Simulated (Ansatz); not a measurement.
## Ag: energy along a strain

Ag, Im-3m, a = 3.225 Å. This isn't the element's structure at ambient conditions. Ansatz: PBEsol, PAW, 420 eV, Γ-centred 26×26×26 mesh on 1 atom, Gaussian smearing 0.15 eV; no spin polarisation. Cell vectors (Å): -1.613 1.613 1.613; 1.613 -1.613 1.613; 1.613 1.613 -1.613. The cell is strained by x per cent times the pattern (0 0 0 1 0 0) in the order xx yy zz yz xz xy (engineering shears), with fractional coordinates held. y is the free energy over the start, V0 = 16.773 Å³/atom. Symmetry makes y even in x.

| x (%) | y (meV/atom) |
| --- | --- |
| -2.00 | ? |
| -1.00 | 0.28 |
| 0.00 | 0.00 |
| 0.50 | 0.07 |
| 0.75 | 0.16 |
| 1.25 | 0.44 |
| 1.50 | 0.63 |
| 1.75 | 0.86 |

Task: Fit y = c2 x² + c4 x⁴ to the other rows, get the stiffness along the pattern, and predict the missing energy.

Result: Least squares on the rows shown. y = 0.2812 x² − 0.0001856 x⁴. The clamped-ion stiffness p·C·p = 2 × 2.812 eV × 160.2 / 16.773 Å³ = 54 GPa, which is C44 in these axes. At x = -2.00 the fit asked for gives 1.12 meV/atom. The run gave 1.13 meV/atom, so the fit is 0.01 meV/atom too low, a small miss on the scale of the series.

Body-centred cubic Ag resists this shear: the energy rises almost purely quadratically, giving a C44 of 54 GPa. The yz shear changes the nearest-neighbour distances along the cube diagonals to first order, shortening some and lengthening others. Overlap repulsion between the filled 4d shells, together with the electrostatic and band energy of the sp electrons, probably supplies most of the restoring force. With one atom per primitive cell there is no internal displacement to relax, so the clamped-ion value is also the relaxed one.

The quartic coefficient carries little physical meaning. Its contribution is below the last printed digit of the energies throughout the range, so even its sign is unsettled, and the miss at -2.00 is no evidence of anharmonicity.

Nor does a positive C44 make the lattice mechanically stable. The tetragonal shear towards the face-centred structure leaves the nearest-neighbour lengths unchanged to first order, and it is along this path that bcc noble metals are typically unstable.
